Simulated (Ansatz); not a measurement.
# SiNi3 (R-3m) in Ansatz: further runs

One crystal, SiNi3, is run at these levels: r2SCAN; tasks: single point, equation of state.

Everything below comes from runs of Ansatz 0.2.0. Logs are shortened: lines on timing, memory, paths and dates and some standing lists are left out, and cuts for length are marked.

### 1 The structure

It takes space group R-3m (No. 166, trigonal). Conventional cell: a = 2.586 Å, b = 2.586 Å, c = 22.986 Å, α = 90.00°, β = 90.00°, γ = 120.00°. Ni (site symmetry 3m) is surrounded by 3 Si at 2.34 Å and 9 Ni at 2.52 to 2.59 Å. Ni (site symmetry -3m) has 12 Ni at 2.52 to 2.59 Å as nearest neighbours. Si (site symmetry -3m) has 6 Ni at 2.34 Å and 6 Si at 2.59 Å as nearest neighbours.

The cell comes from a database or a generator and needn't be the stable form of this composition.

### 2 Single point, r2SCAN, collinear spin, ferromagnetic start, 10.42 Å³/atom (volume scaled by 0.94)

Input file input.yaml:

```yaml
crystal:
  lattice:
    - [1.2664129658, 0.7311638667, 7.5055783138]
    - [-1.2664129658, 0.7311638667, 7.5055783138]
    - [0.0, -1.4623277334, 7.5055783138]
  atoms:
    - { symbol: Ni, position: [0.254733, 0.254733, 0.254733], spin: 1.0 }
    - { symbol: Ni, position: [0.5, 0.5, 0.5], spin: 1.0 }
    - { symbol: Ni, position: [0.745267, 0.745267, 0.745267], spin: 1.0 }
    - { symbol: Si, position: [0.0, 0.0, 0.0] }
hamiltonian:
  xc: r2scan
  pseudopotentials: { kind: paw }
magnetization:
  spin_polarized: true
kpoints:
  mp_grid: { grid: [12, 12, 12] }
scf:
  occupations: { method: fermi_dirac, width: 0.05 }
output:
  forces: true
  stress: true
  eigenvalues: true
```

Potentials or basis: Ansatz PAW.

On the command line:

```console
$ ansatz run input.yaml --threads 2 --pin off --max-ram 5632MiB --backend cpu --events-out ev --progress --plain --runs-dir out
```

The program printed:

```text
Warning: RAYON_NUM_THREADS=2 ignored (pool sized by the plan → 2); use --threads N
basis.fft_grid_basis auto: the FFT boxes are laid along the combinations [[1, 0, -1], [0, 1, -1], [0, 0, 1]] of the cell's own vectors, 2.533, 2.533 and 7.647 Å long. The dense box has 20×20×60 points. Along the cell's own vectors, as sized, it would have 60×60×60, 9.00 times as many. Of the 12 symmetry operations that the crystal satisfies within crystal.symmetry.tolerance (time reversal apart; of a slab, those that keep its plane) the dense box along the cell's own vectors carries 12, and the one as laid loses 8 of those. basis.fft_grid_basis: typed keeps the cell's own vectors: state it where this run's energies or levels are differenced outside the engine with another run's, or held beside a run that keeps those vectors.
Engine: ansatz 0.2.0, x86_64-unknown-linux-gnu
Pseudopotentials: kind: paw
Pseudopotential: Ni, paw, valence charge 18, recommended cutoff 500 eV (meta_gga), Ni.paw.azcp
Pseudopotential: Si, paw, valence charge 4, recommended cutoff 500 eV (meta_gga), Si.paw.azcp
Functional definition: r2SCAN
  parameter k0 = 0.174
  parameter k1 = 0.065
  parameter a1 = 4.9479
  exchange = r2scan_x(k0 = k0, k1 = k1, a1 = a1)
  correlation = r2scan_c
Crystal: 4 atoms, lattice volume = 41.699 Å³
Basis set: ecut = 500 eV, 1053 PW (Γ), FFT grids on a1−a3, a2−a3, a3, exchange–correlation on 80×80×240 points (64 copies of the dense FFT grid, shifted against one another)
Bands: 37, of which v1, the nominal top of the filled ones, is band 29 counted from 1 (28 counted from 0)
Symmetry: 12 space group operations
Space group: R-3m (ITA 166), of the structure as read, at distance tolerance 3.5e-5 Å
Magnetic group: BNS 166.97 (UNI 1327), of the structure as read, at distance tolerance 3.5e-5 Å
k-points: 189 of 1728
Non-local potential: Ni, projectors of the file, l = 0: 3, l = 1: 2, l = 2: 3, l = 3: 1
Non-local potential: Si, projectors of the file, l = 0: 2, l = 1: 2, l = 2: 2
PAW form: soft (Blöchl's): semilocal exchange-correlation on the pseudo side does not see the compensation charge
PAW frozen core: Ni, regenerated for the run's functional (the file was generated under x = pbe(κ = 0.804, μ = 0.2195149727645171), c = pbe(β = 0.06672455060314922))
PAW frozen core: Si, regenerated for the run's functional (the file was generated under x = pbe(κ = 0.804, μ = 0.2195149727645171), c = pbe(β = 0.06672455060314922))
PAW one-centre angular grid: Ni, 590 points (default); XC on 160 Gauss nodes
PAW one-centre angular grid: Si, 302 points (default); XC on 160 Gauss nodes
Initial density: superposition of atomic densities (chi_scale 0.1, normalization cell)
Starting moments: Σ|m| = 3 μB on 3 of 4 sites
Initial wavefunctions: pseudopotential atomic-orbital guess
Functional: x = r2scan, c = r2scan; τ floored in thin density (d = 2e-4 eV/Å³)
SCF iter   1: F=—  HF=-18171.580036 eV  |F-HF|=—  |Δ(HF+E_count)|=         —  Δρ=4.72e-2 (↑3.94e-2 ↓4.72e-2)  dr2=1.85e0  dr2_τ=2.87e-2  dr2_m=1.02e-1  M=2.483 μB ∫|m|=2.810 μB  β_m=1.00  ethr=3.10e-3  ⟨swp⟩=6.1  Hψ=53303  notcnv=0  defer=11
Mixer restart at iter 1: flushing history
preconditioner: auto → Kerker (q_TF=auto, 2.883 Å⁻¹)  [metal: Δε(μ)=0.000 eV  Ē_g=9.287 eV  σ=0.050 eV  W_gap=0.00  n_scr=12 (ndim 8)  ℏωp=33.5 eV  f_vac=0.000  D(μ)=4.96/eV (n_scr^D=64)]
spin=Collinear: Kerker preconditioning applied to the charge; magnetization (m = ρ↑ − ρ↓) channel mixes plain (no charge-response kernel on spin).
SCF iter   2: F=—  HF=-18171.686415 eV  |F-HF|=—  |Δ(HF+E_count)|=   1.06e-1  Δρ=2.65e-2 (↑1.58e-2 ↓2.65e-2)  dr2=3.49e-1  dr2_τ=4.27e-3  dr2_m=2.76e-2  M=2.175 μB ∫|m|=2.706 μB  β_m=1.00  ethr=3.10e-3  ⟨swp⟩=2.7  Hψ=25783  notcnv=0  defer=633  κ⁻¹=1.0e0(r=1)
SCF iter   3: F=—  HF=-18172.800041 eV  |F-HF|=—  |Δ(HF+E_count)|=    1.11e0  Δρ=2.45e-2 (↑1.45e-2 ↓2.45e-2)  dr2=3.86e-1  dr2_τ=1.23e-3  dr2_m=1.83e-2  M=2.047 μB ∫|m|=2.625 μB  β_m=1.00  ethr=6.02e-4  ⟨swp⟩=2.7  Hψ=20630  notcnv=0  defer=637  κ⁻¹=1.1e-2(r=2)
SCF iter   4: F=—  HF=-18173.841858 eV  |F-HF|=—  |Δ(HF+E_count)|=    1.04e0  Δρ=2.20e-2 (↑1.21e-2 ↓2.20e-2)  dr2=3.85e-1  dr2_τ=7.08e-4  dr2_m=1.57e-2  M=1.923 μB ∫|m|=2.499 μB  β_m=1.00  ethr=6.02e-4  ⟨swp⟩=3.6  Hψ=25020  notcnv=0  defer=641  κ⁻¹=1.2e-3(r=3)
SCF iter   5: F=—  HF=-18175.009841 eV  |F-HF|=—  |Δ(HF+E_count)|=    1.17e0  Δρ=1.55e-2 (↑5.70e-3 ↓1.55e-2)  dr2=1.90e-1  dr2_τ=2.91e-4  dr2_m=2.09e-2  M=1.614 μB ∫|m|=2.135 μB  β_m=1.00  ethr=6.02e-4  ⟨swp⟩=3.0  Hψ=25444  notcnv=0  defer=684  κ⁻¹=3.7e-4(r=4)
SCF iter   6: F=—  HF=-18175.298122 eV  |F-HF|=—  |Δ(HF+E_count)|=         —  Δρ=9.03e-3 (↑9.03e-3 ↓7.82e-3)  dr2=2.86e-2  dr2_τ=1.43e-4  dr2_m=2.28e-2  M=1.222 μB ∫|m|=1.650 μB  β_m=1.00  ethr=3.28e-4  ⟨swp⟩=3.0  Hψ=24160  notcnv=0  defer=695
Mixer restart at iter 6: flushing history
SCF iter   7: F=—  HF=-18175.295592 eV  |F-HF|=—  |Δ(HF+E_count)|=   2.53e-3  Δρ=3.71e-3 (↑3.71e-3 ↓3.39e-3)  dr2=2.35e-2  dr2_τ=2.45e-5  dr2_m=1.80e-3  M=1.199 μB ∫|m|=1.603 μB  β_m=1.00  ethr=4.93e-5  ⟨swp⟩=1.6  Hψ=15796  notcnv=0  defer=695  κ⁻¹=1.0e0(r=1)
SCF iter   8: F=—  HF=-18175.343713 eV  |F-HF|=—  |Δ(HF+E_count)|=   4.81e-2  Δρ=2.57e-3 (↑2.49e-3 ↓2.57e-3)  dr2=1.70e-2  dr2_τ=9.63e-6  dr2_m=7.09e-4  M=1.171 μB ∫|m|=1.544 μB  β_m=1.00  ethr=4.05e-5  ⟨swp⟩=1.8  Hψ=18062  notcnv=0  defer=706  κ⁻¹=4.6e-2(r=2)
[... 5 lines left out ...]
SCF iter  14: F=—  HF=-18175.388025 eV  |F-HF|=—  |Δ(HF+E_count)|=   4.96e-5  Δρ=1.69e-4 (↑1.69e-4 ↓9.87e-5)  dr2=1.26e-5  dr2_τ=6.09e-8  dr2_m=3.42e-6  M=1.088 μB ∫|m|=1.379 μB  β_m=1.00  ethr=6.74e-8  ⟨swp⟩=2.0  Hψ=17205  notcnv=0  defer=725  κ⁻¹=3.2e-5(r=8)
SCF iter  15: F=—  HF=-18175.388077 eV  |F-HF|=—  |Δ(HF+E_count)|=   5.21e-5  Δρ=6.38e-5 (↑5.04e-5 ↓6.38e-5)  dr2=2.05e-6  dr2_τ=1.22e-8  dr2_m=5.59e-7  M=1.089 μB ∫|m|=1.381 μB  β_m=1.00  ethr=2.17e-8  ⟨swp⟩=2.3  Hψ=23609  notcnv=0  defer=725  κ⁻¹=6.6e-6(r=8)
SCF iter  16: F=—  HF=-18175.388085 eV  |F-HF|=—  |Δ(HF+E_count)|=   7.57e-6  Δρ=3.40e-5 (↑3.40e-5 ↓2.94e-5)  dr2=8.75e-7  dr2_τ=3.22e-9  dr2_m=7.44e-8  M=1.089 μB ∫|m|=1.382 μB  β_m=1.00  ethr=3.53e-9  ⟨swp⟩=2.0  Hψ=25056  notcnv=0  defer=725  κ⁻¹=6.5e-6(r=8)
SCF iter  17: F=—  HF=-18175.388087 eV  |F-HF|=—  |Δ(HF+E_count)|=   2.20e-6  Δρ=3.41e-5 (↑2.04e-5 ↓3.41e-5)  dr2=2.08e-7  dr2_τ=1.57e-9  dr2_m=1.76e-7  M=1.089 μB ∫|m|=1.382 μB  β_m=1.00  ethr=1.51e-9  ⟨swp⟩=2.0  Hψ=25089  notcnv=0  defer=725  κ⁻¹=5.5e-6(r=8)
SCF iter  18: F=—  HF=-18175.388089 eV  |F-HF|=—  |Δ(HF+E_count)|=   1.65e-6  Δρ=1.81e-5 (↑9.91e-6 ↓1.81e-5)  dr2=8.04e-8  dr2_τ=6.62e-10  dr2_m=1.88e-8  M=1.090 μB ∫|m|=1.383 μB  β_m=1.00  ethr=3.58e-10  ⟨swp⟩=2.0  Hψ=25074  notcnv=0  defer=725  κ⁻¹=1.7e-5(r=8)
SCF iter  19: F=—  HF=-18175.388090 eV  |F-HF|=—  |Δ(HF+E_count)|=   9.77e-7  Δρ=1.25e-5 (↑6.32e-6 ↓1.25e-5)  dr2=7.01e-8  dr2_τ=2.58e-10  dr2_m=4.47e-9  M=1.090 μB ∫|m|=1.384 μB  β_m=1.00  ethr=1.39e-10  ⟨swp⟩=2.3  Hψ=25511  notcnv=0  defer=725  κ⁻¹=5.3e-6(r=8)
SCF iter  20: F=—  HF=-18175.388090 eV  |F-HF|=—  |Δ(HF+E_count)|=   1.02e-7  Δρ=7.97e-6 (↑4.88e-6 ↓7.97e-6)  dr2=3.21e-8  dr2_τ=1.20e-10  dr2_m=2.43e-9  M=1.091 μB ∫|m|=1.384 μB  β_m=1.00  ethr=1.21e-10  ⟨swp⟩=2.0  Hψ=24827  notcnv=0  defer=725  κ⁻¹=2.1e-5(r=8)
SCF iter  21: F=—  HF=-18175.388090 eV  |F-HF|=—  |Δ(HF+E_count)|=   9.25e-9  Δρ=5.89e-6 (↑3.84e-6 ↓5.89e-6)  dr2=1.32e-8  dr2_τ=6.14e-11  dr2_m=3.07e-9  M=1.091 μB ∫|m|=1.384 μB  β_m=1.00  ethr=5.53e-11  ⟨swp⟩=2.0  Hψ=24713  notcnv=0  defer=725  κ⁻¹=4.8e-6(r=8)
SCF iter  22: F=—  HF=-18175.388090 eV  |F-HF|=—  |Δ(HF+E_count)|=   7.14e-8  Δρ=1.22e-5 (↑5.21e-6 ↓1.22e-5)  dr2=1.11e-7  dr2_τ=1.61e-10  dr2_m=5.34e-9  M=1.090 μB ∫|m|=1.384 μB  β_m=1.00  ethr=2.27e-11  ⟨swp⟩=2.0  Hψ=25078  notcnv=0  defer=725  κ⁻¹=4.0e-6(r=8)
SCF iter  23: F=-18175.388090 eV  HF=-18175.388090 eV  |F-HF|=2.28e-9  |Δ(HF+E_count)|=   3.33e-9  Δρ=3.86e-6 (↑1.94e-6 ↓3.86e-6)  dr2=6.90e-9  dr2_τ=2.25e-11  dr2_m=5.90e-10  M=1.090 μB ∫|m|=1.384 μB  ethr=2.27e-11  ⟨swp⟩=8.4  Hψ=62322  notcnv=0
SCF 1 converged in 23 iterations: F = -18175.388090 eV  dr2 = 6.90e-9
this state was not tested for a lower state beside it, because the mixer in use, unlike msr1, does not test its closes by its own steps (another_mixer; see scf.mixing.algorithm and scf.lower_state_search)
SCF converged after 23 iterations
Magnetization: 1.0905 μB (29.5452 up, 28.4548 down)
Absolute magnetization: 1.3856 μB (∫|ρ↑−ρ↓|, with the PAW one-centre terms)
Spin contamination: 0.0417 ħ² per cell (⟨S²⟩ above its minimum at these occupations)
Per-site moments (μB) at R_I (Å): [(0.2510145747941056, 0.9470155018269144), (0.6991435187599868, 1.0163381973726546), (0.2510145747941057, 0.9470155018269143), (0.0008674166882844602, 0.9470155018269143)]
Free energy (F): -18175.388090 eV
Harris-Foulkes:  -18175.388090 eV  (|F-HF|=2.28e-9)
Internal energy: -18175.359589 eV  (E = F + TS)
E sigma→0 (E₀):  -18175.373839 eV
Entropy (-TS):   -0.028501 eV (-7.125 meV/atom)
Fermi energy:    18.110852 eV
--- Per-component energies (eV) ---
  E_band       = -886.755643
  E_kinetic    = 899.772675
  E_local      = -12365.471942  (includes V_loc(G=0)·N_el)
  E_nonlocal   = 1946.706020
  E_hartree    = 5350.301507
  E_xc         = -292.654559
  E_vxc        = -408.396136  (∫ρ·V_xc dr)
  E_paw        = -5454.466330  (= ΣΔE_a)
  E_vpaw       = -1688.723240  (= ΣTr[D̂ρ^β])
  E_aug_tail   = 0.000691  (compensation charges beyond the density's cutoff)
  E_vtau       = 28.763501  (kinetic-family band-sum trace: ∫τ·v_τ [+ j·A + Jᵃ·Aᵃ] dr)
  E_ewald      = -8258.571012
  E_core_change = -0.976639  (= ΣΔE_core)
  E_smearing   = -0.028501  (= −TS)
  E_closure    = 0.000000  (closes the sum)
  Σ components = -18175.388090   (vs F -18175.388090, Δ=0.00e0)
--- Forces (eV/Å), atoms counted from 1 ---
  atom   1  Ni    -0.00000000     0.00000000    -0.19589947
  atom   2  Ni     0.00000000     0.00000000     0.00000000
  atom   3  Ni     0.00000000     0.00000000     0.19589947
  atom   4  Si     0.00000000     0.00000000     0.00000000
  max |Σ_I F_I| component: 2.31e-18 eV/Å
--- Stress (GPa, compression-positive) ---
        7.357139       0.000000       0.000000
        0.000000       7.357139      -0.000000
        0.000000      -0.000000      11.134165
  P = ⅓ Tr σ = 8.6161 GPa (86.161 kbar)
--- Band table (eV; the first three rows and the last of 378) ---
  k-point 0 ↑: bands = ["-89.2653", "-89.1794", "-89.1773", "-48.3822", "-48.3626", "-48.1550", "-48.1550", "-48.0240", "-47.8960", "-47.8960", "-47.8952", "-47.8952", "3.0217", "9.1900", "10.0270", "13.0293", "14.6869", "15.4667", "15.4753", "15.4753", "15.6231", "15.6231", "15.7744", "15.7744", "16.4976", "16.4976", "16.5039", "16.5039", "16.6394", "17.1153", "17.1153", "22.3988", "31.0587", "31.9139", "31.9139", "32.0684", "32.0684"]
[... 3 lines left out ...]
```

It took 57 s on 2 threads of AMD EPYC 7R13 (Zen 3), shared host; peak memory 0.93 GiB.

What came out:

```
Free energy            : -18175.3881 eV
Pressure               : 8.6 GPa
Largest force          : 0.196 eV/Å
Band gap on the k mesh : none (metal or under the smearing width)
Net moment             : 1.09 μB per cell
Absolute moment        : 1.39 μB per cell
Site moments           : Ni +0.25, +0.70; Si +0.00 μB
```

Caveat: the magnetic or orbital state may not be the lowest; the PAW data sets come from PBE, with cores solved anew for the run's functional, which leaves a small shift of forces and pressure.

(Part 1 of 2 ends here.)
